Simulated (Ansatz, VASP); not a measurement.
One calculation of Hf, two programs

```xyz
1
Lattice="-1.7806 1.7806 1.7806 1.7806 -1.7806 1.7806 1.7806 1.7806 -1.7806" Properties=species:S:1:pos:R:3 pbc="T T T"
Hf    0.0000    0.0000    0.0000
```

Change from the starting cell: volume scaled by 0.96, crystal datasets.

Alike in both runs: task electric field gradients; functional PBEsol; k mesh 14 × 14 × 14; occupations fermi-dirac, width 0.05 eV; no spin polarisation.

|  | VASP | Ansatz |
| --- | --- | --- |
| version | VASP 6.6.1 | Ansatz 0.2.0 |
| potentials or method | VASP PAW PBE potentials, release 64 (Hf_pv), cutoff 520 eV | all-electron PAW with datasets made for the crystal, scalar-relativistic |

```csv
,VASP,Ansatz,Ansatz less VASP
pressure (GPa),-6.1,-5.8,+0.32
Vzz of the field gradient on the site that differs most (V/Å²),0.0,0.0,0.00
```

Ansatz ran all-electron here, so the differences hold the error of VASP's frozen core and of both bases. Ansatz warned: «gradients_without_spin_orbit».

Caveats: the PAW data sets were made with another functional, which shifts forces and pressure a little (VASP). The runs have no spin-orbit coupling, so splittings on Hf are missing.
